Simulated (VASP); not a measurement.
## Be: electric field gradients with PBEsol

The system is Be.

```xyz
2
Lattice="2.2853 0.0000 0.0000 -1.1426 1.9791 0.0000 0.0000 0.0000 3.5842" Properties=species:S:1:pos:R:3 pbc="T T T"
Be    0.0000    1.3194    0.8961
Be    1.1427    0.6597    2.6882
```

- Program: VASP 6.6.1
- Task: electric field gradients
- Functional: PBEsol
- Potentials or basis: VASP PAW PBE potentials, release 64 (Be_sv)
- Cutoff: 600 eV
- k mesh: 16 × 16 × 9
- Occupations: fermi-dirac, width 0.05 eV
- Spin: no spin polarisation
- Further INCAR settings: ALGO = Normal; EDIFF = 1e-07

| Quantity | Value |
| --- | --- |
| Pressure | -3.8 GPa |
| Band gap on the k mesh | none (metal or under the smearing width) |

Stress tensor (GPa, compression positive):
```
-3.84  0.00  0.00
 0.00 -3.84  0.00
 0.00  0.00 -3.57
```

Levels at points of the mesh, in eV from the Fermi level:
```csv
k point,band 3,band 4,band 5,band 6,band 7
"(0.00, 0.00, 0.00)",-11.16,-4.31,1.14,15.64,15.64
"(0.50, 0.00, 0.00)",-4.92,-3.09,3.60,6.45,6.66
```

Electric field gradients, principal values (V/Å²):
| atom | Vxx | Vyy | Vzz |
| --- | --- | --- | --- |
| 1 Be | 0.250 | 0.258 | -0.508 |
| 2 Be | 0.250 | 0.258 | -0.508 |

Wall time 8.6 s on 1 thread of AMD EPYC 9R45 96-Core Processor (Zen 5) (shared host), peak memory 0.1 GiB.

Caveat: the PAW data sets were made with another functional, which shifts forces and pressure a little.
